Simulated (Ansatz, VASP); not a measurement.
**KBr: VASP beside Ansatz**

```
K Br
1.0
     0.00000    3.24311    3.19373
     3.24311    0.00000    3.19373
     3.24311    3.24311    0.00000
K Br
1 1
Cartesian
  0.0000 0.0000 0.0000
  3.2431 3.2431 3.1937
```

Change from the starting cell: strain -0.015 along x and y, -0.030 along z, atoms carried along.

Alike in both runs: task single point; functional LDA; k mesh 6 × 6 × 6; occupations gaussian, width 0.05 eV; no spin polarisation.

```csv
,VASP,Ansatz
version,VASP 6.6.1,Ansatz 0.2.0
potentials or method,"VASP PAW LDA potentials, release 64 (K_sv, Br)","scalar-relativistic, plane waves, PAW"
plane-wave cutoff (eV),520,420
valence electrons in the cell,16,16
```

```csv
,VASP,Ansatz,Ansatz less VASP
gap on the k mesh at the Fermi level (eV),4.21,4.20,-0.008
least direct gap on the mesh (eV),4.21,4.20,-0.008
pressure (GPa),-0.6,-0.7,-0.07
largest component of the traceless stress (GPa),0.40,0.39,-0.010
```
